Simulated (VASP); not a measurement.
# BiTe (R-3m) in VASP: a series of runs

One crystal, BiTe, is run at these levels: PBE; tasks: single point.

All numbers are computed with VASP 6.6.1; they aren't measurements. Logs are shortened: lines on timing, memory, paths and dates and some standing lists are left out, and cuts for length are marked.

## 1. The structure

The structure is trigonal, space group R-3m (No. 166). Conventional cell: a = 4.845 Å, b = 4.845 Å, c = 9.952 Å, α = 90.00°, β = 90.00°, γ = 120.00°. Bi (site symmetry -3m) is surrounded by 6 Te at 3.25 Å. Te (site symmetry -3m) is surrounded by 6 Bi at 3.25 Å.

The cell comes from a database or a generator and needn't be the stable form of this composition.

## 2. Single point, PBE

INCAR

```
PREC = Accurate
ENCUT = 450
EDIFF = 1E-7
ISMEAR = 0
SIGMA = 0.05
LREAL = F
LASPH = T
NELM = 100
ALGO = Normal
ISIF = 2
LWAVE = F
LCHARG = F
GGA = PE
NBANDS = 18
ADDGRID = F
```

KPOINTS

```
Automatic mesh
0
Gamma
  4 4 4
```

POSCAR

```
BiTe
1.0
    2.4227077728      1.3987509848      3.3172919545
   -2.4227077728      1.3987509848      3.3172919545
    0.0000000000     -2.7975019696      3.3172919545
Bi Te
1 1
Direct
    0.5120250000      0.5038480000      0.5048510000
   -0.0040940000     -0.0152210000     -0.0035880000
```

Potentials or basis: VASP PAW PBE potentials, release 64 (Bi_d, Te).

Started as:

```bash
> cat potpaw_PBE.64/Bi_d/POTCAR potpaw_PBE.64/Te/POTCAR > POTCAR
> mpirun -np 1 vasp_std > vasp.out
```

OUTCAR:

```text
PREC = Accurate
   ENCUT = 450
   EDIFF = 1E-7
   ISMEAR = 0
   LREAL = F
   LASPH = T
   NELM = 100
   ISIF = 2
   GGA = PE

 Found     36 irreducible k-points:

 Following reciprocal coordinates:
            Coordinates               Weight
  0.000000  0.000000  0.000000      1.000000
  0.250000 -0.000000  0.000000      2.000000
 -0.000000  0.250000  0.000000      2.000000
  0.000000  0.000000  0.250000      2.000000
  0.500000 -0.000000  0.000000      1.000000
 -0.000000  0.500000  0.000000      1.000000
   k-points           NKPTS =     36   k-points in BZ     NKDIM =     36   number of bands    NBANDS=     18
   number of dos      NEDOS =    301   number of ions     NIONS =      2
   total plane-waves  NPLWV =  27000
   dimension x,y,z NGX =    30 NGY =   30 NGZ =   30
   dimension x,y,z NGXF=    60 NGYF=   60 NGZF=   60
   ions per type =               1   1
   NGX,Y,Z   is equivalent  to a cutoff of  11.49, 11.49, 11.49 a.u.
   NGXF,Y,Z  is equivalent  to a cutoff of  22.99, 22.99, 22.99 a.u.
 SYSTEM =  unknown system
   PREC   = accura    normal or accurate (medium, high low for compatibility)
   ISTART =      0    job   : 0-new  1-cont  2-samecut
   ICHARG =      2    charge: 1-file 2-atom 10-const
   ISPIN  =      1    spin polarized calculation?
   LNONCOLLINEAR =      F non collinear calculations
   LSORBIT =      F    spin-orbit coupling
   LASPH  =      T    aspherical Exc in radial PAW
   ENCUT  =  450.0 eV  33.07 Ry    5.75 a.u.   7.51  7.51  7.51*2*pi/ulx,y,z
   NELM   =    100;   NELMIN=  2; NELMDL= -5     # of ELM steps
   EDIFF  = 0.1E-06   stopping-criterion for ELM
[... 30 lines left out ...]
 non-spin polarized calculation
 Gauss-broadening in eV      SIGMA  =   0.05
  energy-cutoff  :      450.00
  volume of cell :       67.45
 maximum number of plane-waves:      1487
   NGX = 15   NGY = 15   NGZ = 15

 number of electron      21.0000002 magnetization

 Free energy of the ion-electron system (eV)
  ---------------------------------------------------
  ext. energy  EPLUGINS =         0.00000000
  ---------------------------------------------------
  free energy    TOTEN  =        -7.18648011 eV

  energy without entropy =       -7.18357486  energy(sigma->0) =       -7.18502748

 E-fermi :   6.8075     XC(G=0):  -9.4688

 val. band max:        6.7964504177   @ k =  -0.2500   0.2500   0.0000
 cond. band min:       6.8130388883   @ k =   0.0000  -0.2500   0.2500
 fundamental gap:      0.0165884706
 Fermi energy:         6.8075432446

 k-point     1 :       0.0000    0.0000    0.0000
  band No.  band energies     occupation
      1     -16.5306      2.00000
      2     -16.5296      2.00000
      3     -16.5192      2.00000
      4     -16.5167      2.00000
      5     -16.5047      2.00000
      6      -6.8191      2.00000
[... 10 lines left out ...]
     17      13.3424      0.00000
     18      13.5704      0.00000

 k-point     2 :       0.2500   -0.0000    0.0000
  band No.  band energies     occupation
      1     -16.5301      2.00000
      2     -16.5289      2.00000
      3     -16.5206      2.00000
      4     -16.5144      2.00000
      5     -16.5034      2.00000
      6      -6.2927      2.00000
[... 10 lines left out ...]
     17      15.1084      0.00000
     18      15.7127      0.00000

 k-point     3 :      -0.0000    0.2500    0.0000
  band No.  band energies     occupation
      1     -16.5299      2.00000
      2     -16.5290      2.00000
      3     -16.5208      2.00000
      4     -16.5141      2.00000
      5     -16.5036      2.00000
      6      -6.2937      2.00000
[... 10 lines left out ...]
     17      15.1125      0.00000
     18      15.7179      0.00000

 k-point     4 :       0.0000    0.0000    0.2500
  band No.  band energies     occupation
      1     -16.5302      2.00000
      2     -16.5289      2.00000
      3     -16.5198      2.00000
      4     -16.5158      2.00000
      5     -16.5026      2.00000
      6      -6.2913      2.00000
[... 10 lines left out ...]
     17      15.0993      0.00000
     18      15.7004      0.00000

 k-point     5 :       0.5000   -0.0000    0.0000
  band No.  band energies     occupation
      1     -16.5311      2.00000
      2     -16.5282      2.00000
      3     -16.5220      2.00000
      4     -16.5123      2.00000
      5     -16.5003      2.00000
      6      -4.9667      2.00000
[... 10 lines left out ...]
     17      14.5192      0.00000
     18      17.2931      0.00000

 k-point     6 :      -0.0000    0.5000    0.0000
  band No.  band energies     occupation
      1     -16.5309      2.00000
      2     -16.5287      2.00000
      3     -16.5217      2.00000
      4     -16.5119      2.00000
      5     -16.5007      2.00000
      6      -4.9896      2.00000
[... 10 lines left out ...]
     17      14.5233      0.00000
     18      17.2951      0.00000

 [... further k-points ...]
[... 5 lines left out ...]
  --------------------------------------------------------------------------------------
  -------------------------------------------------------------------------------------
  Total       -0.0212521      0.1465487      0.1444030      0.0216816      0.0065663     -0.0002270
  in kB       -0.5048205      3.4810972      3.4301278      0.5150220      0.1559748     -0.0053933
  external PRESSURE =       2.1354682 kB  Pullay stress =       0.0000000 kB

 VOLUME and BASIS-vectors are now :
 -----------------------------------------------------------------------------
  energy-cutoff  :      450.00
  volume of cell :       67.45
      direct lattice vectors                 reciprocal lattice vectors
     2.422707773  1.398750985  3.317291954     0.206380648  0.119153923  0.100483568
    -2.422707773  1.398750985  3.317291954    -0.206380648  0.119153923  0.100483568
     0.000000000 -2.797501970  3.317291954     0.000000000 -0.238307845  0.100483568

 POSITION                                       TOTAL-FORCE (eV/Angst)
 -----------------------------------------------------------------------------------
      0.01981      0.00863      5.04469         0.015689     -0.059630     -0.387020
      0.02696     -0.01698      9.87590        -0.015689      0.059630      0.387020
 -----------------------------------------------------------------------------------
    total drift:                               -0.000866     -0.000401      0.000236

  FREE ENERGIE OF THE ION-ELECTRON SYSTEM (eV)
  ---------------------------------------------------
  free  energy   TOTEN  =        -7.1864801058 eV

  energy  without entropy=       -7.1835748594  energy(sigma->0) =       -7.18502748
```

Run time: 27 s. Hardware: 1 thread of Intel Xeon 6975P-C (Granite Rapids), shared host; peak memory 0.18 GiB.

These settings aren't checked as converged: the numbers below hold their error.

What came out:

| Item | Value |
| --- | --- |
| Free energy | -7.1865 eV |
| Pressure | 0.2 GPa |
| Largest force | 0.392 eV/Å |
| Band gap on the k mesh | none (metal or under the smearing width) |

Caveat: the k mesh is coarse (spacing up to 0.41 Å⁻¹), so the values aren't converged; spin-orbit coupling is left out, which moves the levels of the heavy elements.

## 3. Single point, PBE

Changes to INCAR since step 2:

```diff
@@ -1,3 +1,3 @@
 PREC = Accurate
-ENCUT = 450
+ENCUT = 550
 EDIFF = 1E-7
```

KPOINTS is that of step 2.

POSCAR

```
BiTe
1.0
    2.4227077728      1.3987509848      3.3172919545
   -2.4227077728      1.3987509848      3.3172919545
    0.0000000000     -2.7975019696      3.3172919545
Bi Te
1 1
Direct
    0.5000000000      0.5000000000      0.5000000000
    0.0000000000      0.0000000000      0.0000000000
```

Potentials or basis: VASP PAW PBE potentials, release 64 (Bi_d, Te).

Started as:

```bash
> cat potpaw_PBE.64/Bi_d/POTCAR potpaw_PBE.64/Te/POTCAR > POTCAR
> mpirun -np 1 vasp_std > vasp.out
```

OUTCAR:

```text
PREC = Accurate
   ENCUT = 550
   EDIFF = 1E-7
   ISMEAR = 0
   LREAL = F
   LASPH = T
   NELM = 100
   ISIF = 2
   GGA = PE

 Found     13 irreducible k-points:

 Following reciprocal coordinates:
            Coordinates               Weight
  0.000000  0.000000  0.000000      1.000000
  0.250000 -0.000000  0.000000      6.000000
  0.500000 -0.000000  0.000000      3.000000
  0.250000  0.250000  0.000000      6.000000
  0.500000  0.250000 -0.000000     12.000000
 -0.250000  0.250000  0.000000      6.000000
   k-points           NKPTS =     13   k-points in BZ     NKDIM =     13   number of bands    NBANDS=     18
   number of dos      NEDOS =    301   number of ions     NIONS =      2
   total plane-waves  NPLWV =  46656
   dimension x,y,z NGX =    36 NGY =   36 NGZ =   36
   dimension x,y,z NGXF=    72 NGYF=   72 NGZF=   72
   ions per type =               1   1
   NGX,Y,Z   is equivalent  to a cutoff of  13.79, 13.79, 13.79 a.u.
   NGXF,Y,Z  is equivalent  to a cutoff of  27.58, 27.58, 27.58 a.u.
 SYSTEM =  unknown system
   PREC   = accura    normal or accurate (medium, high low for compatibility)
   ISTART =      0    job   : 0-new  1-cont  2-samecut
   ICHARG =      2    charge: 1-file 2-atom 10-const
   ISPIN  =      1    spin polarized calculation?
   LNONCOLLINEAR =      F non collinear calculations
   LSORBIT =      F    spin-orbit coupling
   LASPH  =      T    aspherical Exc in radial PAW
   ENCUT  =  550.0 eV  40.42 Ry    6.36 a.u.   8.30  8.30  8.30*2*pi/ulx,y,z
   NELM   =    100;   NELMIN=  2; NELMDL= -5     # of ELM steps
   EDIFF  = 0.1E-06   stopping-criterion for ELM
[... 30 lines left out ...]
 non-spin polarized calculation
 Gauss-broadening in eV      SIGMA  =   0.05
  energy-cutoff  :      550.00
  volume of cell :       67.45
 maximum number of plane-waves:      1984
 NGX is ok and might be reduce to    36
   NGX = 17   NGY = 17   NGZ = 17

 number of electron      21.0000005 magnetization

 Free energy of the ion-electron system (eV)
  ---------------------------------------------------
  ext. energy  EPLUGINS =         0.00000000
  ---------------------------------------------------
  free energy    TOTEN  =        -7.21433121 eV

  energy without entropy =       -7.21124932  energy(sigma->0) =       -7.21279027

 E-fermi :   6.7759     XC(G=0):  -9.4712

 val. band max:        6.4707100638   @ k =   0.2500   0.2500   0.2500
 cond. band min:       6.7785475225   @ k =  -0.2500   0.2500   0.0000
 fundamental gap:      0.3078374587
 Fermi energy:         6.7759331483

 k-point     1 :       0.0000    0.0000    0.0000
  band No.  band energies     occupation
      1     -16.5340      2.00000
      2     -16.5340      2.00000
      3     -16.5221      2.00000
      4     -16.5221      2.00000
      5     -16.5086      2.00000
      6      -6.8047      2.00000
[... 10 lines left out ...]
     17      13.3195      0.00000
     18      13.5538      0.00000

 k-point     2 :       0.2500   -0.0000    0.0000
  band No.  band energies     occupation
      1     -16.5336      2.00000
      2     -16.5328      2.00000
      3     -16.5249      2.00000
      4     -16.5190      2.00000
      5     -16.5071      2.00000
      6      -6.2780      2.00000
[... 10 lines left out ...]
     17      15.1107      0.00000
     18      15.7360      0.00000

 k-point     3 :       0.5000   -0.0000    0.0000
  band No.  band energies     occupation
      1     -16.5340      2.00000
      2     -16.5323      2.00000
      3     -16.5270      2.00000
      4     -16.5169      2.00000
      5     -16.5040      2.00000
      6      -4.9024      2.00000
[... 10 lines left out ...]
     17      14.5223      0.00000
     18      17.3292      0.00000

 k-point     4 :       0.2500    0.2500    0.0000
  band No.  band energies     occupation
      1     -16.5368      2.00000
      2     -16.5313      2.00000
      3     -16.5246      2.00000
      4     -16.5151      2.00000
      5     -16.5074      2.00000
      6      -6.0916      2.00000
[... 10 lines left out ...]
     17      14.1060      0.00000
     18      14.2639      0.00000

 k-point     5 :       0.5000    0.2500   -0.0000
  band No.  band energies     occupation
      1     -16.5375      2.00000
      2     -16.5316      2.00000
      3     -16.5253      2.00000
      4     -16.5129      2.00000
      5     -16.5047      2.00000
      6      -5.0676      2.00000
[... 10 lines left out ...]
     17      16.3732      0.00000
     18      16.5016      0.00000

 k-point     6 :      -0.2500    0.2500    0.0000
  band No.  band energies     occupation
      1     -16.5334      2.00000
      2     -16.5329      2.00000
      3     -16.5244      2.00000
      4     -16.5172      2.00000
      5     -16.5064      2.00000
      6      -5.4942      2.00000
[... 10 lines left out ...]
     17      14.6485      0.00000
     18      15.5996      0.00000

 [... further k-points ...]
[... 5 lines left out ...]
  --------------------------------------------------------------------------------------
  -------------------------------------------------------------------------------------
  Total       -0.0754137     -0.0754137      0.0552622      0.0000000      0.0000000      0.0000000
  in kB       -1.7913675     -1.7913675      1.3126904      0.0000000      0.0000000      0.0000000
  external PRESSURE =      -0.7566815 kB  Pullay stress =       0.0000000 kB

 VOLUME and BASIS-vectors are now :
 -----------------------------------------------------------------------------
  energy-cutoff  :      550.00
  volume of cell :       67.45
      direct lattice vectors                 reciprocal lattice vectors
     2.422707773  1.398750985  3.317291954     0.206380648  0.119153923  0.100483568
    -2.422707773  1.398750985  3.317291954    -0.206380648  0.119153923  0.100483568
     0.000000000 -2.797501970  3.317291954     0.000000000 -0.238307845  0.100483568

 POSITION                                       TOTAL-FORCE (eV/Angst)
 -----------------------------------------------------------------------------------
      0.00000      0.00000      4.97594         0.000000     -0.000000     -0.000000
      0.00000      0.00000      0.00000        -0.000000      0.000000      0.000000
 -----------------------------------------------------------------------------------
    total drift:                               -0.000000     -0.000000      0.000000

  FREE ENERGIE OF THE ION-ELECTRON SYSTEM (eV)
  ---------------------------------------------------
  free  energy   TOTEN  =        -7.2143312132 eV

  energy  without entropy=       -7.2112493182  energy(sigma->0) =       -7.21279027
```

OSZICAR:

```text
N       E                     dE             d eps       ncg     rms          rms(c)
DAV:   1     0.165242367511E+03    0.16524E+03   -0.10148E+04   468   0.120E+03
DAV:   2     0.518391069560E+01   -0.16006E+03   -0.15604E+03   500   0.319E+02
DAV:   3    -0.688293104751E+01   -0.12067E+02   -0.11870E+02   568   0.902E+01
DAV:   4    -0.723965476840E+01   -0.35672E+00   -0.35652E+00   578   0.164E+01
DAV:   5    -0.725158127713E+01   -0.11927E-01   -0.11925E-01   616   0.283E+00    0.588E+00
DAV:   6    -0.720970843682E+01    0.41873E-01   -0.15442E-01   652   0.220E+00    0.328E+00
DAV:   7    -0.721379612503E+01   -0.40877E-02   -0.28718E-02   546   0.859E-01    0.795E-01
DAV:   8    -0.721421200737E+01   -0.41588E-03   -0.33814E-03   556   0.415E-01    0.105E-01
DAV:   9    -0.721431972715E+01   -0.10772E-03   -0.35040E-04   548   0.117E-01    0.303E-02
DAV:  10    -0.721432821740E+01   -0.84902E-05   -0.17657E-05   634   0.275E-02    0.226E-02
DAV:  11    -0.721433173743E+01   -0.35200E-05   -0.87678E-06   502   0.216E-02    0.552E-03
DAV:  12    -0.721433120224E+01    0.53518E-06   -0.79929E-07   578   0.734E-03    0.970E-04
DAV:  13    -0.721433121318E+01   -0.10940E-07   -0.13973E-07   432   0.259E-03
   1 F= -.72143312E+01 E0= -.72127903E+01  d E =-.308189E-02
```

stdout:

```text
POSCAR found type information on POSCAR BiTe
 POSCAR found :  2 types and       2 ions
 scaLAPACK will be used
 LDA part: xc-table for (Slater+PW92), standard interpolation
 POSCAR, INCAR and KPOINTS ok, starting setup
 FFT: planning ... GRIDC
 FFT: planning ... GRID_SOFT
 FFT: planning ... GRID
 WAVECAR not read
 entering main loop
```

Wall time 14 s (1 thread of Intel Xeon 6975P-C (Granite Rapids), shared host); peak memory 0.2 GiB.

The run converged, but some of its settings lie outside the range that counts as converged, so its numbers aren't taken as properties of the crystal.

What came out:

```yaml
Free_energy: -7.2143 eV
Pressure: -0.1 GPa
Band_gap_on_the_k_mesh: none (metal or under the smearing width)
```

Caveat: the k mesh is coarse (spacing up to 0.41 Å⁻¹), so the values aren't converged; spin-orbit coupling is left out, which moves the levels of the heavy elements.

[end of part 1 of 2]
